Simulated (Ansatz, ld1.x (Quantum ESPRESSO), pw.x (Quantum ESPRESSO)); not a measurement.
# From atom to crystal: RRKJ potential for P (Z = 15)

ld1.x (Quantum ESPRESSO) 7.5 input, shortened:

```
&input
   title='P', zed=15., rel=1, dft='PBE', iswitch=3,
   config='[Ne] 3s1.75 3p3.25'
 /
 &inputp
   pseudotype=2, tm=.false., lloc=0,
   nlcc=.true., new_core_ps=.true., rcore=0.95
 /
2
3P  2  1   3.25   0.00  1.30  1.30  0.0
3S  1  0   1.75   0.00  1.70  1.70  0.0
 &test
   configts(1)='3s1.75 3p3.25'
 /
```

Crystal test: sc P in pw.x 7.5, no spin, 13³ k-points, Fermi–Dirac smearing 0.01 Ry, cutoffs 85/340 Ry. The reference is all-electron LAPW (Ansatz 0.2.0) with the same functional, mesh and smearing; V0 and B0 come from Birch–Murnaghan fits to the pressures at five volumes. Errors are pseudo minus all-electron; Δ is the rms difference of the E(V) curves that follow from these fits, minima aligned, over ±6 % about the mean V0. Mesh and smearing are coarse, so the numbers serve the comparison and aren't converged zero-temperature values; the lattice is a test structure that the element need not adopt.

```
V (Å³/atom)  P all-electron (GPa)  P pseudo (GPa)
     13.890                  7.01           22.89
     14.255                  3.42           18.01
     14.621                  0.27           13.86
     14.987                 -2.41           10.36
     15.352                 -4.62            7.37
```

All-electron: a0 = 2.447 Å (V0 = 14.66 Å³/atom), B0 = 113.3 GPa.

Pseudopotential: mean pressure error (GPa): +13.77. The pressure does not cross zero within the volumes sampled, so no fit is given. This is a poor potential for the solid.

Question: At the middle volume, how do free energy and pressure move when the wave cutoff is lowered (ecutrho kept at four times it)?

Answer:

```csv
cutoff (Ry),shift of F (meV/atom),shift of P (GPa)
38,+453.0,-6.73
51,+134.5,-5.24
68,+10.2,-0.95
```

Input at the middle volume:

```
&control
  calculation='scf', prefix='x', pseudo_dir='./', outdir='./tmp', tstress=.true., disk_io='none'
/
&system
  ibrav=0, nat=1, ntyp=1, ecutwfc=85, ecutrho=340, nbnd=9,
  occupations='smearing', smearing='fd', degauss=0.01
/
&electrons
  conv_thr=1e-09, mixing_beta=0.4, electron_maxstep=70
/
ATOMIC_SPECIES
P 1.0 P.UPF
CELL_PARAMETERS angstrom
  2.44526365 0.00000000 0.00000000
  0.00000000 2.44526365 0.00000000
  0.00000000 0.00000000 2.44526365
ATOMIC_POSITIONS crystal
P 0.0000 0.0000 0.0000
K_POINTS automatic
13 13 13 0 0 0
```

```bash
pw.x < P.scf.in > P.scf.out
```

Lines of the output:

```
Message from routine setup:
     using ibrav=0 with symmetry is DISCOURAGED, use correct ibrav instead
     lattice parameter (alat)  =       4.6209  a.u.
     unit-cell volume          =      98.6674 (a.u.)^3
     number of electrons       =         5.00
     number of Kohn-Sham states=            9
     kinetic-energy cutoff     =      85.0000  Ry
     charge density cutoff     =     340.0000  Ry
     scf convergence threshold =      1.0E-09
     Exchange-correlation= PBE
     number of k points=    84  Fermi-Dirac smearing, width (Ry)=  0.0100
     iteration #  1     ecut=    85.00 Ry     beta= 0.40
     total energy              =     -23.22132293 Ry
     estimated scf accuracy    <       0.00525389 Ry
     iteration #  2     ecut=    85.00 Ry     beta= 0.40
     total energy              =     -23.22136134 Ry
     estimated scf accuracy    <       0.00184585 Ry
     iteration #  3     ecut=    85.00 Ry     beta= 0.40
     total energy              =     -23.22137722 Ry
     estimated scf accuracy    <       0.00000301 Ry
     iteration #  4     ecut=    85.00 Ry     beta= 0.40
     total energy              =     -23.22137746 Ry
     estimated scf accuracy    <       0.00000025 Ry
     iteration #  5     ecut=    85.00 Ry     beta= 0.40
     total energy              =     -23.22137750 Ry
     estimated scf accuracy    <       0.00000002 Ry
     iteration #  6     ecut=    85.00 Ry     beta= 0.40
     total energy              =     -23.22137750 Ry
     estimated scf accuracy    <          4.2E-09 Ry
     iteration #  7     ecut=    85.00 Ry     beta= 0.40
     the Fermi energy is    11.3686 ev
!    total energy              =     -23.22137750 Ry
     estimated scf accuracy    <          9.1E-12 Ry
     smearing contrib. (-TS)   =      -0.00131963 Ry
     The total energy is F=E-TS. E is the sum of the following terms:
     one-electron contribution =       5.44204756 Ry
     hartree contribution      =       0.42246509 Ry
     xc contribution           =     -13.73414841 Ry
     ewald contribution        =     -15.35042210 Ry
     convergence has been achieved in   7 iterations
          total   stress  (Ry/bohr**3)                   (kbar)     P=      138.59
     Message from routine punch:
     Nothing written, as per user request (disk_io='none')
```

The run at the middle volume (84 k-points, 7 iterations) took about 9.1 s on one core of a shared host (Neoverse-V1, 32 threads, 247 GiB, load 16).
